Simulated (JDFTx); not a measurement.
## CdS (Hawleyite) under changes of volume

One of the cells (24.808 Å³/atom); the others are scaled copies at fixed shape and fractional positions:

```
CELL_PARAMETERS angstrom
0.00000 2.91650 2.91650
2.91650 0.00000 2.91650
2.91650 2.91650 0.00000
ATOMIC_POSITIONS crystal
Cd 0.00000 0.00000 0.00000
S 0.75000 0.75000 0.75000
```

* Program: JDFTx 1.7.0 (patched build)
* Functional: PBE
* Potentials or basis: PseudoDojo-SR-PBE-0.5-standard with smoothed tails
* Cutoff: 1388 eV
* Density cutoff: 11102 eV
* k mesh: 8 × 8 × 8
* Occupations: fermi-dirac, width 0.05 eV
* Spin: no spin polarisation

| volume (Å³/atom) | energy over the lowest point (meV/atom) | pressure (GPa) | gap on the mesh (eV) |
| --- | --- | --- | --- |
| 23.319 | 57.80 | 7.5 | 1.28 |
| 23.815 | 37.04 | 5.8 | 1.23 |
| 24.312 | 21.37 | 4.3 | 1.19 |
| 24.808 | ? | ? | ? |
| 25.304 | 3.29 | 1.6 | 1.10 |
| 25.800 | 0.00 | 0.5 | 1.06 |
| 26.296 | 0.04 | -0.5 | 1.02 |

Q: What does the run at 24.808 Å³/atom give?

A: Energy over the lowest point 10.27 meV/atom; pressure 2.9 GPa; gap on the mesh 1.15 eV.

Worked out: A Birch-Murnaghan fit of order 3 (a polynomial in V^(-2/3)) to the other rows has its minimum at 26.04 Å³/atom with B0 = V·E''(V) = 54 GPa and B' = 4.5. It gives 10.27 meV/atom at 24.808 Å³/atom, against the run's 10.27, and -dE/dV = 2.9 GPa, against 2.9. A straight line through the other rows of the gap, of slope -2.16 eV per unit of ln V (its deformation potential), gives 1.14 eV, against the run's 1.15.

Energies are extrapolated to zero smearing.

Spin-orbit coupling on Cd is left out.
